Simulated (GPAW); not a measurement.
Runs of GPAW 26.7.0 on Sb. It takes space group Im-3m (No. 229, cubic). The conventional cell has a = 3.743 Å, b = 3.743 Å, c = 3.743 Å, α = 90.00°, β = 90.00°, γ = 90.00°. Sb (site symmetry m-3m) is surrounded by 8 Sb at 3.24 Å. This isn't the form of Sb at room conditions, which is rhombohedral.

| task | level | potentials or basis | cell | gap on the mesh (eV) | pressure (GPa) | V0 of scaled cells (Å³/atom) | B0 (GPa) |
| --- | --- | --- | --- | --- | --- | --- | --- |
| single point | PBEsol | PAW data sets generated in the run's folder for this functional, pw | as given | none | -0.4 | - | - |
| single point | PBEsol | PAW data sets generated in the run's folder for this functional, pw | cell strained at random at fixed volume | none | -0.5 | - | - |
| equation of state | PBEsol | PAW data sets generated in the run's folder for this functional, pw | as given | - | - | 26.08 | 67 |
| equation of state | LDA | the program's PAW data sets (release 1.2.1) made for this functional, pw | as given | - | - | (a) | (b) |

Alike in all rows: no spin polarisation; k mesh 10 × 10 × 10; cutoff (eV) 600; smearing fermi-dirac 0.05 eV.

**Question.** Estimate the missing entries.

**Answer.** (a) 25.61; (b) 70.

A k mesh can miss the band edges, and the runs leave out spin-orbit coupling on Sb.

A gap of «none» marks a metal or a gap under the smearing width.

Runs at the PBE level aren't shown here.
